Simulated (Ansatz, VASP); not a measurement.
## NaH: VASP beside Ansatz

```xyz
2
Lattice="0.0000 2.5969 2.5551 2.5969 0.0000 2.5551 2.5969 2.5969 0.0000" Properties=species:S:1:pos:R:3 pbc="T T T"
Na    0.0000    0.0000    0.0000
H     1.2985    1.2985    1.2776
```

Change from the starting cell: uniaxial_z strain -1.6%.

Alike in both runs: task single point; functional r2SCAN; k mesh 8 × 8 × 8; no spin polarisation.

```csv
,VASP,Ansatz
version,VASP 6.6.1,Ansatz 0.2.0
potentials or method,"VASP PAW PBE potentials, release 64 (Na_pv, H)","plane waves, PAW"
plane-wave cutoff (eV),520,500
occupations,"gaussian, width 0.01 eV",fixed
valence electrons in the cell,8,10
```

```csv
,VASP,Ansatz,Ansatz less VASP
gap on the k mesh at the Fermi level (eV),4.06,4.06,-0.002
pressure (GPa),0.2,0.3,+0.14
```

The two sets of potentials don't hold the same shells in valence.

Caveats: the PAW data sets were made with another functional, which shifts forces and pressure a little (VASP). A k mesh can miss the band edges.
